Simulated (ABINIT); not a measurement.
AgBr:

```
CELL_PARAMETERS angstrom
0.00000 2.87015 2.87015
2.87015 0.00000 2.87015
2.87015 2.87015 0.00000
ATOMIC_POSITIONS crystal
Ag 0.00000 0.00000 0.00000
Br 0.50000 0.50000 0.50000
```

Base run:

| Property | Result |
| --- | --- |
| Program | ABINIT 10.8.3 (patched build) |
| Functional | WC |
| Potentials or basis | JTH PAW PBE v2.0 |
| Cutoff | 463 eV |
| k mesh | 8 × 8 × 8 |
| Occupations | fermi-dirac, width 0.05 eV |
| Spin | no spin polarisation |

Its results: band gap on the k mesh 0.48 eV, indirect (least direct gap 2.41 eV); pressure -1.6 GPa.

Q: After a change of settings the same cell gave: band gap on the k mesh 0.40 eV, indirect (least direct gap 2.24 eV); pressure -1.6 GPa. Which change was it?
A. functional from WC to BP86
B. spin from no spin polarisation to spin-orbit coupling, no magnetisation
C. functional from WC to RPBE
D. functional from WC to BLYP; spin from no spin polarisation to spin-orbit coupling, no magnetisation

A: B.

Spin-orbit coupling splits the band edges, which narrows the gap.

Caveats: the PAW data sets were made with another functional, which shifts forces and pressure a little.
